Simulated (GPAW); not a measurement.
Runs of GPAW 26.7.0 on Ni. The structure is hexagonal, space group P6_3/mmc (No. 194). The conventional cell has a = 2.448 Å, b = 2.448 Å, c = 4.073 Å, α = 90.00°, β = 90.00°, γ = 120.00°. Ni (site symmetry -6m2) is surrounded by 12 Ni at 2.45 to 2.48 Å. This isn't the form of Ni at room conditions, which is fcc.

```csv
task,level,potentials or basis,k mesh,smearing,band path,band points,mesh quality,gap on the mesh (eV),pressure (GPa),moment (μB)
single point,PBEsol,"PAW data sets generated in the run's folder for this functional, pw",12 × 12 × 7,fermi-dirac 0.05 eV,-,-,not flagged,none,0.0,1.32
band structure,PBEsol,"PAW data sets generated in the run's folder for this functional, pw",8 × 8 × 5,fermi-dirac 0.05 eV,"GMKGALHA,LM,KH",60,coarse,-,(b),1.35
single point,LDA,"the program's PAW data sets (release 1.2.1) made for this functional, pw",12 × 12 × 7,gaussian 0.1 eV,-,-,not flagged,none,-8.9,(a)
band structure,LDA,"the program's PAW data sets (release 1.2.1) made for this functional, pw",8 × 8 × 5,fermi-dirac 0.05 eV,"GMKGALHA,LM,KH",60,coarse,-,-8.7,1.33
```

Alike in all rows: spin collinear, ferromagnetic start; cell as given; cutoff (eV) 600.

**Question.** Estimate the missing entries.

**Answer.** (a) 1.26; (b) 0.1.

Caveats: some runs use coarse meshes; the stock nickel data set gives pressures a few GPa off other programs.

A k mesh can miss the band edges.

A gap of «none» marks a metal or a gap under the smearing width.

Not every run made on this cell is shown here.
